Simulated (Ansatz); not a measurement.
CdS: strain and displacement

```xyz
2
Lattice="0.0000 2.9430 2.9430 2.9430 0.0000 2.9430 2.9430 2.9430 0.0000" Properties=species:S:1:pos:R:3 pbc="T T T"
Cd    0.0000    0.0000    0.0000
S     4.4144    4.4144    4.4144
```

Atoms are numbered in the order listed.

The cell is the one relaxed in the Materials Project (mp-2469), not relaxed further here; entries there can be hypothetical.

Method: DFT, PBEsol, all-electron PAW with datasets made for the crystal, scalar-relativistic (Ansatz 0.2.0).

Numerical set-up: a Γ-centred 7×7×7 k mesh, Fermi–Dirac smearing of 0.02 eV, cutoff 260 eV (chosen by the program for this cell), no spin polarisation.

The unchanged cell is at -1.78 GPa.

Semilocal functionals give too small gaps.

x, y and z are the Cartesian axes of the cell as listed; fractional coordinates follow a strain, and an engineering shear is twice the off-diagonal strain component.

Vzz stands for the principal value of largest size of the field-gradient tensor, whatever its axis.

Spin–orbit coupling is left out, which moves gradients at and beside heavy atoms by some per cent and at worst by a factor of two.

(1) One change gave: energy change +1 meV/atom; stress change (xx, yy, zz, yz, xz, xy) 0.03, 0.03, 0.03, 0.48, 0.48, 0.48 GPa, compression positive; change of the force on S2 (-0.057, -0.057, -0.057) eV/Å; Vzz in 10²¹ V/m²: Cd1 0 → -1.01 (η = 0.00), S2 0 → -0.21 (η = 0.00); gap on the k mesh 0.95 → 0.92 eV. Which change was it?
A. equal xy, yz and zx engineering shear strains of -1 %
B. equal xy, yz and zx engineering shear strains of -3 %
C. equal xy, yz and zx engineering shear strains of +1 %
D. equal xy, yz and zx engineering shear strains of +2 %
E. equal xy, yz and zx engineering shear strains of -2 %
F. equal xy, yz and zx engineering shear strains of +3 %

Results:

(1) A. For equal xy, yz and zx engineering shear strains of -2 %: energy change +5 meV/atom; stress change (xx, yy, zz, yz, xz, xy) 0.11, 0.11, 0.11, 1.00, 1.00, 1.00 GPa, compression positive; change of the force on S2 (-0.121, -0.121, -0.121) eV/Å; Vzz in 10²¹ V/m²: Cd1 0 → -2.03 (η = 0.00), S2 0 → -0.41 (η = 0.00); gap on the k mesh 0.95 → 0.90 eV. For equal xy, yz and zx engineering shear strains of +1 %: energy change +1 meV/atom; stress change (xx, yy, zz, yz, xz, xy) 0.03, 0.03, 0.03, -0.46, -0.46, -0.46 GPa, compression positive; change of the force on S2 (0.050, 0.050, 0.050) eV/Å; Vzz in 10²¹ V/m²: Cd1 0 → 1.00 (η = 0.00), S2 0 → 0.21 (η = 0.00); gap on the k mesh 0.95 → 0.93 eV. For equal xy, yz and zx engineering shear strains of +3 %: energy change +9 meV/atom; stress change (xx, yy, zz, yz, xz, xy) 0.22, 0.22, 0.22, -1.31, -1.31, -1.31 GPa, compression positive; change of the force on S2 (0.132, 0.132, 0.132) eV/Å; Vzz in 10²¹ V/m²: Cd1 0 → 2.98 (η = 0.00), S2 0 → 0.66 (η = 0.00); gap on the k mesh 0.95 → 0.90 eV. For equal xy, yz and zx engineering shear strains of -3 %: energy change +11 meV/atom; stress change (xx, yy, zz, yz, xz, xy) 0.24, 0.24, 0.24, 1.54, 1.54, 1.54 GPa, compression positive; change of the force on S2 (-0.193, -0.193, -0.193) eV/Å; Vzz in 10²¹ V/m²: Cd1 0 → -3.06 (η = 0.00), S2 0 → -0.61 (η = 0.00); gap on the k mesh 0.95 → 0.88 eV. For equal xy, yz and zx engineering shear strains of +2 %: energy change +4 meV/atom; stress change (xx, yy, zz, yz, xz, xy) 0.10, 0.10, 0.10, -0.90, -0.90, -0.90 GPa, compression positive; change of the force on S2 (0.094, 0.094, 0.094) eV/Å; Vzz in 10²¹ V/m²: Cd1 0 → 2.00 (η = 0.00), S2 0 → 0.43 (η = 0.00); gap on the k mesh 0.95 → 0.92 eV.
